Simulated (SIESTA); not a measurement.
Runs of SIESTA 5.4.2 on Rb. The cell holds a slab with vacuum, 5 atoms: a = 5.076 Å, b = 5.118 Å, c = 31.896 Å, α = 90.00°, β = 90.00°, γ = 119.73°. The slab is cut from a database's or a generator's crystal, which needn't be the stable form of the element.

```tsv
level	potentials or basis	gap on the mesh (eV)	largest force (eV/Å)
WC	PseudoDojo 0.4 standard (PBEsol files), DZP (energy shift 0.003 Ry; two zetas on semicore shells; d shell added on Rb)	none	0.05
PBEsol	PseudoDojo 0.4 standard (PBEsol files), DZP (energy shift 0.003 Ry; two zetas on semicore shells; d shell added on Rb)	none	0.06
BLYP	PseudoDojo 0.4 standard (PBE files), DZP (energy shift 0.003 Ry; two zetas on semicore shells; d shell added on Rb)	none	0.01
LDA	PseudoDojo 0.4 standard (LDA files), DZP (energy shift 0.003 Ry; two zetas on semicore shells; d shell added on Rb)	none	(a)
AM05	PseudoDojo 0.4 standard (PBEsol files), DZP (energy shift 0.003 Ry; two zetas on semicore shells; d shell added on Rb)	none	0.04
PW91	PseudoDojo 0.4 standard (PBE files), DZP (energy shift 0.003 Ry; two zetas on semicore shells; d shell added on Rb)	none	0.04
RPBE	PseudoDojo 0.4 standard (PBE files), DZP (energy shift 0.003 Ry; two zetas on semicore shells; d shell added on Rb)	none	0.01
revPBE	PseudoDojo 0.4 standard (PBE files), DZP (energy shift 0.003 Ry; two zetas on semicore shells; d shell added on Rb)	none	0.01
```

Alike in all rows: task band structure; no spin polarisation; cell as given; k mesh 6 × 6 × 1; smearing fermi-dirac 0.05 eV; grid cutoff 500 Ry; energy shift 0.003 Ry.

Task: Fill in the values left out.

Result: (a) 0.09.

Caveats: the basis of atomic orbitals isn't converged, which shifts pressures, moduli and gaps; the potentials were made for another functional, which shifts forces and pressure (some runs).

A k mesh can miss the band edges, and the runs leave out spin-orbit coupling on Rb.

A gap of «none» marks a metal or a gap under the smearing width.

Runs at the PBE level aren't shown here.
